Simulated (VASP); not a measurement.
## ZnH: band structure with SCAN

Crystal: ZnH.

```
CELL_PARAMETERS angstrom
0.00000 2.21594 2.21594
2.21594 0.00000 2.21594
2.21594 2.21594 0.00000
ATOMIC_POSITIONS crystal
Zn 0.00000 0.00000 0.00000
H 0.25000 0.25000 0.25000
```

The cell was built by a generator and needn't be a form met in nature.

```json
{
 "Program": "VASP 6.6.1",
 "Task": "band structure",
 "Functional": "SCAN",
 "Potentials or basis": "VASP PAW PBE potentials, release 64 (Zn, H)",
 "Cutoff": "520 eV",
 "k mesh": "10 × 10 × 10",
 "Occupations": "fermi-dirac, width 0.05 eV",
 "Spin": "no spin polarisation",
 "Further INCAR settings": "ALGO = Normal; EDIFF = 1e-06; NBANDS = 14"
}
```

```
Pressure                : -3.5 GPa
Band gap along the path : none (metal or under the smearing width)
```

Levels at the corners of the path, in eV from the Fermi level:
```tsv
point	band 5	band 6	band 7	band 8	band 9	band 10
Γ	-7.65	-7.65	6.66	13.40	13.40	13.40
X	-7.49	-5.11	-0.54	5.54	5.55	5.55
X	-7.49	-5.11	-0.54	5.54	5.55	5.55
W	-7.49	-4.10	0.19	1.13	2.57	13.36
W	-7.49	-4.10	0.19	1.13	2.57	13.36
K	-7.54	-4.45	-0.40	0.91	6.68	8.14
K	-7.54	-4.45	-0.40	0.91	6.68	8.14
Γ	-7.65	-7.65	6.66	13.40	13.40	13.40
Γ	-7.65	-7.65	6.66	13.40	13.40	13.40
L	-7.51	-5.78	-2.85	8.70	10.47	10.47
L	-7.51	-5.78	-2.85	8.70	10.47	10.47
U	-7.54	-4.45	-0.40	0.91	6.68	8.14
U	-7.54	-4.45	-0.40	0.91	6.68	8.14
W	-7.49	-4.10	0.19	1.13	2.57	13.36
W	-7.49	-4.10	0.19	1.13	2.57	13.36
L	-7.51	-5.78	-2.85	8.70	10.47	10.47
L	-7.51	-5.78	-2.85	8.70	10.47	10.47
K	-7.54	-4.45	-0.40	0.91	6.68	8.14
U	-7.54	-4.45	-0.40	0.91	6.68	8.14
X	-7.49	-5.11	-0.54	5.54	5.55	5.55
```

It took 41 s on 1 thread of Intel(R) Xeon(R) 6975P-C (Granite Rapids), on a shared host, peak memory 0.16 GiB.

Caveat: the PAW data sets were made with another functional, which shifts forces and pressure a little.
